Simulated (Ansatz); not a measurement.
**SnTe: a line through a two-coordinate scan**

The task here is to estimate one member of a computed series from the others.

Program: Ansatz 0.2.0. Level of theory: DFT LDA, scalar-relativistic, plane waves, PAW. These are calculated values, not measurements.

**Starting point**

It takes space group Fm-3m (No. 225, cubic). The conventional cell has a = 6.237 Å, b = 6.237 Å, c = 6.237 Å, α = 90.00°, β = 90.00°, γ = 90.00°. Around Sn (site symmetry m-3m) lie 6 Te at 3.12 Å. Around Te (site symmetry m-3m) lie 6 Sn at 3.12 Å.

As a file:

```cif
data_structure
_symmetry_space_group_name_H-M 'P 1'
_symmetry_Int_Tables_number 1
_cell_length_a 4.4103
_cell_length_b 4.4103
_cell_length_c 4.4103
_cell_angle_alpha 60.000
_cell_angle_beta 60.000
_cell_angle_gamma 60.000
_cell_volume 60.66
loop_
_atom_site_label
_atom_site_type_symbol
_atom_site_fract_x
_atom_site_fract_y
_atom_site_fract_z
_atom_site_occupancy
Sn1 Sn 0.00000 0.00000 0.00000 1
Te1 Te 0.50000 0.50000 0.50000 1
```

It is the result of an earlier relaxation at this level (volume 30.33 Å³/atom; gap on the mesh: 0.20 eV).

**The scan**

The energy is mapped over a normal mode and a strain (zone-centre modes of the cell shown) (x along [1 0 0], y along [0 1 0], z along [0 0 1] of the conventional cell).

The axes are (1) amplitude of mode 4 (22 cm⁻¹), largest displacement in the unstrained cell: 7 values from −0.170 Å; (2) strain +e along z and -e/2 along x and y: 7 values from −7.00 %.

Nothing else is relaxed (the pattern is fixed in fractional coordinates). Energies count from the relaxed high-symmetry cell. Points are written as (first, second).

The modes come from a phonon run on the reference cell, made beforehand.

Displacement patterns for an amplitude of 1 (Å):

```
atom      x1     y1     z1
 Sn1   1.000  0.000  0.000
 Te2  -0.930  0.000  0.000
```

The first run:

The input, input.yaml:

```yaml
crystal:
  lattice:
    - [0.0, 3.2277083381, 2.9002596661]
    - [3.2277083381, 0.0, 2.9002596661]
    - [3.2277083381, 3.2277083381, 0.0]
  atoms:
    - { symbol: Sn, position: [0.0, 0.0, 0.0] }
    - { symbol: Te, position: [0.5, 0.5, 0.5] }
basis:
  ecutwfc: 420
kpoints:
  mp_grid: { grid: [10, 10, 10] }
hamiltonian:
  xc: lda
  pseudopotentials: { kind: paw }
scf:
  occupations: { method: gaussian, width: 0.03 }
output:
  forces: true
  stress: true
  eigenvalues: true
```

The run is started by

```bash
> ansatz run input.yaml --threads 1 --pin off --max-ram 2048MiB --backend cpu --events-out ev --progress --plain --runs-dir out
```

Among the steps run: Point (0.000 Å, −7.00 %); Point (0.000 Å, −4.67 %); Point (0.000 Å, −2.33 %); Grid point (0.000 Å, 2.33 %); Grid point (0.000 Å, 4.67 %); The run at (0.000 Å, 7.00 %).

One of the session's tables, all rows but one given; the rest of the session is left out.

```
strain +e along z and -e/2 along x and y (%)  energy (meV)  slope (meV per %)  pressure (GPa)  band gap on the k-mesh (eV)
                                       −7.00           233                −71            1.79                         0.00
                                       −4.67            99                −45            0.81                         0.20
                                       −2.33             ?                  ?               ?                            ?
                                        0.00             0                  0           −0.05                         0.20
                                        2.33            21                 17            0.14                         0.28
                                        4.67            79                 32            0.65                         0.00
                                        7.00           167                 44            1.41                         0.00
```

Estimate the missing values for strain +e along z and -e/2 along x and y (%) = −2.33.

Worked estimate for «energy (meV)». A straight line through the neighbours (−4.67, 99) and (0.00, 0) gives 99 + (0 − 99) × (−2.33 − −4.67) / (0.00 − −4.67) = 49; a parabola fitted to 4 rows on both sides gives 23.

As computed: energy (meV): 23; slope (meV per %): −20; pressure (GPa): 0.16; band gap on the k-mesh (eV): 0.27. In «energy (meV)» the line misses by +26 and the parabola by +0.

Energies count from the relaxed high-symmetry cell. Rows without a step come from runs not printed here or follow by symmetry.
